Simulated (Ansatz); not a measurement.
**Cd under changes of volume**

One of the cells (21.585 Å³/atom); the others are scaled copies at fixed shape and fractional positions:

```
Cd
1.0
     2.97887    0.00000    0.00000
    -1.48944    2.57978    0.00000
     0.00000    0.00000    5.61765
Cd
2
Direct
  0.66667 0.33333 0.75000
  0.33333 0.66667 0.25000
```

- Program: Ansatz 0.2.0
- Functional: PBE
- Potentials or basis: PseudoDojo stringent (PBE files)
- Cutoff: 1633 eV
- Density cutoff: 6531 eV
- k mesh: 10 × 10 × 5
- Occupations: fermi-dirac, width 0.05 eV
- Spin: no spin polarisation

| volume (Å³/atom) | energy over the lowest point (meV/atom) | pressure (GPa) |
| --- | --- | --- |
| 20.290 | 50.86 | 7.5 |
| 20.722 | 33.06 | 5.7 |
| 21.154 | 19.63 | 4.2 |
| 21.585 | 10.04 | 2.9 |
| 22.017 | ? | ? |
| 22.449 | 0.61 | 0.7 |
| 22.880 | 0.00 | -0.2 |

Q: What does the run at 22.017 Å³/atom give?

A: Energy over the lowest point 3.84 meV/atom; pressure 1.7 GPa.

Worked out: A Birch-Murnaghan fit of order 3 (a polynomial in V^(-2/3)) to the other rows has its minimum at 22.77 Å³/atom with B0 = V·E''(V) = 47 GPa and B' = 5.7 at fixed shape and positions, which overstates the stiffness. It gives 3.83 meV/atom at 22.017 Å³/atom, against the run's 3.84, and -dE/dV = 1.7 GPa, against 1.7.

Energies are extrapolated to zero smearing.
